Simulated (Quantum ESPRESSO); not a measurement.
## CsPbCl3 under changes of volume

One of the cells (35.217 Å³/atom); the others are scaled copies at fixed shape and fractional positions:

```
Pb Cs Cl
1.0
     5.60500    0.00000    0.00000
     0.00000    5.60500    0.00000
     0.00000    0.00000    5.60500
Pb Cs Cl
1 1 3
Direct
  0.50000 0.50000 0.50000
  0.00000 0.00000 0.00000
  0.50000 0.00000 0.50000
  0.00000 0.50000 0.50000
  0.50000 0.50000 0.00000
```

* Program: Quantum ESPRESSO 7.5
* Functional: PBE
* Potentials or basis: SSSP 1.3 efficiency PBE
* Cutoff: 748 eV
* Density cutoff: 5987 eV
* k mesh: 5 × 5 × 5
* Occupations: fermi-dirac, width 0.05 eV
* Spin: no spin polarisation

```csv
volume (Å³/atom),energy over the lowest point (meV/atom),pressure (GPa),gap on the mesh (eV)
33.104,48.59,3.8,2.81
33.809,?,?,?
34.513,21.52,2.3,2.91
35.217,12.49,1.7,2.96
35.922,6.07,1.2,3.01
36.626,1.98,0.6,3.04
37.330,0.00,0.2,3.08
```

What does the run at 33.809 Å³/atom give?

Energy over the lowest point 33.44 meV/atom; pressure 3.0 GPa; gap on the mesh 2.86 eV.

Worked out: A Birch-Murnaghan fit of order 3 (a polynomial in V^(-2/3)) to the other rows has its minimum at 37.71 Å³/atom, just outside them, with B0 = V·E''(V) = 22 GPa and B' = 4.6. It gives 33.43 meV/atom at 33.809 Å³/atom, against the run's 33.44, and -dE/dV = 3.1 GPa, against 3.0. A parabola through the other rows of the gap, of slope 2.51 eV per unit of ln V (its deformation potential) there, gives 2.86 eV, against the run's 2.86.

Energies are extrapolated to zero smearing.

Caveats: spin-orbit coupling is left out, which as a rule narrows the gap of such compounds by several tenths of an eV; an odd mesh through Γ misses points on the zone boundary, where band edges often lie.
